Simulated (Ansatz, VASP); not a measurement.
Given: the input of a run of Ansatz 0.2.0 on Ti.

Contents of input.yaml:

```yaml
crystal:
  lattice:
    - [0.0, 2.03, 2.03]
    - [2.03, 0.0, 2.03]
    - [2.03, 2.03, 0.0]
  atoms:
    - { symbol: Ti, position: [0.0, 0.0, 0.0] }
kpoints:
  mp_grid: { grid: [11, 11, 11] }
scf:
  occupations: { method: gaussian, width: 0.02 }
hamiltonian:
  xc: pbesol
  pseudopotentials: { kind: all_electron, lapw: { basis_error: 0.001 } }
output:
  forces: true
  stress: true
  eigenvalues: true
```

Potentials or basis: all-electron LAPW, scalar-relativistic.

Command:

```console
$ ansatz run input.yaml --threads 1 --pin off --max-ram 3072MiB --backend cpu --events-out ev --progress --plain --runs-dir out
```

**Question.** Translate it to VASP 6.6.1. Potentials there: VASP PAW PBE potentials, release 64 (Ti_sv).

**Answer.** As run (the cutoff follows the program's own potentials):

Contents of INCAR:

```
PREC = Accurate
ENCUT = 520
EDIFF = 1E-6
ISMEAR = 0
SIGMA = 0.02
LREAL = F
LASPH = T
NELM = 100
ALGO = Fast
ISIF = 2
LWAVE = F
LCHARG = T
GGA = PS
LELF = T
LVHAR = T
NBANDS = 12
```

File KPOINTS:

```
regular mesh
0
Gamma
  11 11 11
```

Contents of POSCAR:

```
Ti
1.0
    0.0000000000      2.0300000000      2.0300000000
    2.0300000000      0.0000000000      2.0300000000
    2.0300000000      2.0300000000      0.0000000000
Ti
1
Direct
    0.0000000000      0.0000000000      0.0000000000
```

Potentials or basis: VASP PAW PBE potentials, release 64 (Ti_sv).

Run with:

```bash
$ cat potpaw_PBE.64/Ti_sv/POTCAR > POTCAR
$ mpirun -np 1 vasp_std > vasp.out
```

Both were run:

|  | VASP | Ansatz | Ansatz less VASP |
| --- | --- | --- | --- |
| gap on the k mesh at the Fermi level (eV) | none | none | - |
| pressure (GPa) | -1.2 | -0.9 | +0.28 |

A gap of «none» marks a metal or a gap that the smearing closes. Ansatz ran all-electron here, so the differences hold the error of VASP's frozen core and of both bases.

Caveats: the PAW data sets were made with another functional, which shifts forces and pressure a little (VASP).
